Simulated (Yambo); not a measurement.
A run of Yambo 5.3.0:

Contents of optics1.in:

```
optics
chi
Chimod= "HARTREE"
% BndsRnXd
 1 | 33 |
%
NGsBlkXd= 1 Ry
% LongDrXd
 1 | 0 | 0 |
%
% QpntsRXd
 1 | 1 |
%
% EnRngeXd
 0 | 30 | eV
%
% DmRngeXd
 0.1 | 0.1 | eV
%
ETStpsXd= 300
XfnQPdb= "E < g0w00/ndb.QP"
```

Contents of scf.in:

```
&CONTROL
  calculation = 'scf'
  prefix = 'pwscf'
  outdir = './tmp'
  pseudo_dir = './pseudo'
/
&SYSTEM
  ibrav = 0
  A = 3.18
  nat = 4
  ntyp = 2
  ecutwfc = 84
  nbnd = 26
  occupations = 'smearing'
  smearing = 'fd'
  degauss = 0.00367493
  force_symmorphic = .true.
/
&ELECTRONS
  conv_thr = 8d-10
  electron_maxstep = 120
  mixing_beta = 0.5
/
ATOMIC_SPECIES
Ga    69.7230 Ga.upf
N     14.0070 N.upf
CELL_PARAMETERS alat
   1.0000000000    0.0000000000    0.0000000000
  -0.5000000000    0.8660254038    0.0000000000
   0.0000000000    0.0000000000    1.6245283019
ATOMIC_POSITIONS alat
Ga     0.5000000000    0.2886751346    0.8122641509
Ga    -0.0000000001    0.5773502692    0.0000000000
N      0.5000000000    0.2886751346    1.4214622642
N     -0.0000000001    0.5773502692    0.6091981132
K_POINTS automatic
4 4 3 0 0 0
```

nscf.in

```
&CONTROL
  calculation = 'nscf'
  prefix = 'pwscf'
  outdir = './tmp'
  pseudo_dir = './pseudo'
/
&SYSTEM
  ibrav = 0
  A = 3.18
  nat = 4
  ntyp = 2
  ecutwfc = 84
  nbnd = 98
  occupations = 'fixed'
  force_symmorphic = .true.
/
&ELECTRONS
  conv_thr = 1d-08
  diago_full_acc = .true.
  diago_thr_init = 1d-06
/
ATOMIC_SPECIES
Ga    69.7230 Ga.upf
N     14.0070 N.upf
CELL_PARAMETERS alat
   1.0000000000    0.0000000000    0.0000000000
  -0.5000000000    0.8660254038    0.0000000000
   0.0000000000    0.0000000000    1.6245283019
ATOMIC_POSITIONS alat
Ga     0.5000000000    0.2886751346    0.8122641509
Ga    -0.0000000001    0.5773502692    0.0000000000
N      0.5000000000    0.2886751346    1.4214622642
N     -0.0000000001    0.5773502692    0.6091981132
K_POINTS automatic
4 4 3 0 0 0
```

Potentials or basis: PseudoDojo 0.4.1 SR LDA standard.

Launch:

```console
$ OMP_NUM_THREADS=1 pw.x -in scf.in > scf.out
$ OMP_NUM_THREADS=1 pw.x -in nscf.in > nscf.out
$ cd tmp/pwscf.save; p2y; mv SAVE ../..; cd ../..
$ OMP_NUM_THREADS=1 yambo
$ OMP_NUM_THREADS=1 yambo -F optics1.in -J optics1 -C optics1_out
```

Hardware: 1 thread of AMD EPYC 7R43 64-Core Processor (Zen 3) (shared host).

Q: Estimate the wall time of this run.

A: Wall time 45 s on 1 thread of AMD EPYC 7R43 64-Core Processor (Zen 3), with other jobs on the host.
